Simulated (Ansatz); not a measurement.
# W: relaxation of cell and atoms with BLYP+D3(BJ)

The system is W.

```xyz
1
Lattice="-1.5823 1.5823 1.5823 1.5823 -1.5823 1.5823 1.5823 1.5823 -1.5823" Properties=species:S:1:pos:R:3 pbc="T T T"
W     0.0000    0.0000    0.0000
```

```yaml
Program: Ansatz 0.2.0
Task: relaxation of cell and atoms
Functional: BLYP
Dispersion: D3(BJ)
Potentials_or_basis: Ansatz PAW
Cutoff: "420 eV (not typed: the program's choice for these potentials)"
k_mesh: 12 × 12 × 12
Occupations: fermi-dirac, width 0.05 eV
Spin: no spin polarisation
```

* Relaxed volume: 15.72 Å³/atom
* Relaxed cell: a = 2.733 Å, b = 2.733 Å, c = 2.733 Å, α = 109.47°, β = 109.47°, γ = 109.47°
* Space group after relaxing (to 0.05 Å): Im-3m (No. 229)
* Energy gained by relaxing: 1.0 meV/atom
* Ionic steps: 4
* Pressure after relaxing: 0.0 GPa

The path:
```tsv
step	energy change (eV)	largest force (eV/Å)	volume (Å³)
1	0.0000	0.0000	15.85
2	-0.0011	0.0000	15.72
3	-0.0011	0.0000	15.72
4	-0.0010	0.0000	15.72
```

Final structure:
```
CELL_PARAMETERS angstrom
-1.57801 1.57801 1.57801
1.57801 -1.57801 1.57801
1.57801 1.57801 -1.57801
ATOMIC_POSITIONS crystal
W 0.00000 0.00000 0.00000
```

Wall time 3 s on 2 threads of Intel(R) Xeon(R) Processor @ 2.70GHz, with other jobs on the host, peak memory 0.31 GiB.

Caveat: the plane-wave basis is chosen anew once the cell has moved, so the energies of steps on either side of that aren't comparable; the PAW data sets come from PBE, with cores solved anew for the run's functional, which leaves a small shift of forces and pressure. Spin-orbit coupling is left out, which matters for the levels of W.
